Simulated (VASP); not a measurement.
# Al: equation of state with PBEsol

**The experiment to reproduce.**

From “The interpretation of polycrystalline coherent inelastic neutron scattering from aluminium”, 2013, pmc:3831299, for a bulk crystal of Al: bulk modulus 76.9 GPa.

Al:

```
Al
1.0
     0.00000    2.02481    2.02481
     2.02481    0.00000    2.02481
     2.02481    2.02481    0.00000
Al
1
Direct
  0.00000 0.00000 0.00000
```

| Property | Result |
| --- | --- |
| Program | VASP 6.6.1 |
| Task | equation of state |
| Functional | PBEsol |
| Potentials or basis | VASP PAW PBE potentials, release 64 (Al) |
| Cutoff | 520 eV |
| k mesh | 11 × 11 × 11 |
| Occupations | fermi-dirac, width 0.05 eV |
| Spin | no spin polarisation |

The equilibrium volume is 16.22 Å³/atom and the bulk modulus is 83 GPa. The pressure derivative of the bulk modulus is 4.5.

Energy against volume, from the lowest point:
| volume (Å³/atom) | energy (meV/atom) |
| --- | --- |
| 15.607 | 6.35 |
| 15.939 | 1.23 |
| 16.271 | 0.00 |
| 16.603 | 2.25 |
| 16.935 | 7.62 |
| 17.267 | 15.78 |
| 17.599 | 26.41 |

All runs of the series together: 76 s on 1 thread of Intel(R) Xeon(R) Platinum 8375C CPU @ 2.90GHz (Ice Lake), with other jobs on the host.

A measured bulk modulus of Al is 76.9 GPa (quoted in “The interpretation of polycrystalline coherent inelastic neutron scattering from aluminium”, 2013, pmc:3831299); the calculated 83 GPa misses it by +8.5 %. The fit is for a static lattice scaled at fixed shape and fixed fractional positions. The cell as given is a measured one (16.60 Å³/atom); PBEsol puts the equilibrium volume -2.3 % from it, thermal expansion not counted.

Caveat: the PAW data sets were made with another functional, which shifts forces and pressure a little.
